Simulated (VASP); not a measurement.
Set up this calculation in VASP 6.6.1, as the native input.

| Item | Value |
| --- | --- |
| Task | relaxation of cell and atoms |
| Functional | LDA |
| Potentials or basis | VASP PAW LDA potentials, release 64 (Ti_sv, Al) |
| Cutoff | 600 eV |
| k mesh | 10 × 10 × 6 |
| Occupations | fermi-dirac, width 0.05 eV |
| Spin | no spin polarisation |
| Ladder | gaps |
| Further INCAR settings | ALGO = Fast; EDIFF = 1e-06; IBRION = 2; EDIFFG = -0.01; NSW = 60; ISIF = 3 |

The structure of TiAl lies in POSCAR:

```
TiAl
1.0
    2.8672622327      0.0000000000      0.0000000000
   -1.4336311163      2.4831219328      0.0000000000
    0.0000000000      0.0000000000      4.6780830000
Ti Al
1 1
Direct
    0.0000000000      0.0000000000      0.0000000000
    0.3333333333      0.6666666667      0.5000000000
```

The cell comes from a database or a generator and needn't be the stable form of this composition.

The input as run:

INCAR

```
ALGO = Fast ; EDIFF = 1E-6
EDIFFG = -0.01 ; ENCUT = 600
GGA = CA ; IBRION = 2
ISIF = 3 ; ISMEAR = -1
LASPH = T ; LCHARG = F
LREAL = F ; LWAVE = F
NELM = 80 ; NSW = 60
PREC = Accurate ; SIGMA = 0.05
```

KPOINTS

```
k-points
0
Gamma
  10 10 6
```

Potentials or basis: VASP PAW LDA potentials, release 64 (Ti_sv, Al).

Launch:

```bash
$ cat potpaw_LDA.64/Ti_sv/POTCAR potpaw_LDA.64/Al/POTCAR > POTCAR
$ mpirun -np 1 vasp_std > vasp.out
```

It gave:

```yaml
Relaxed_volume: 15.72 Å³/atom
Relaxed_cell: a = 2.812 Å, b = 2.812 Å, c = 4.591 Å, α = 90.00°, β = 90.00°, γ = 120.00°
Space_group_after_relaxing_to_0.05_Å: P-6m2 (No. 187)
Energy_gained_by_relaxing: 17.7 meV/atom
Ionic_steps: 7
Pressure_after_relaxing: 0.1 GPa
Band_gap_on_the_k_mesh: none (metal or under the smearing width)
```

Wall time 90 s on 1 thread of Intel(R) Xeon(R) Platinum 8488C (Sapphire Rapids), with other jobs on the host, peak memory 0.17 GiB.
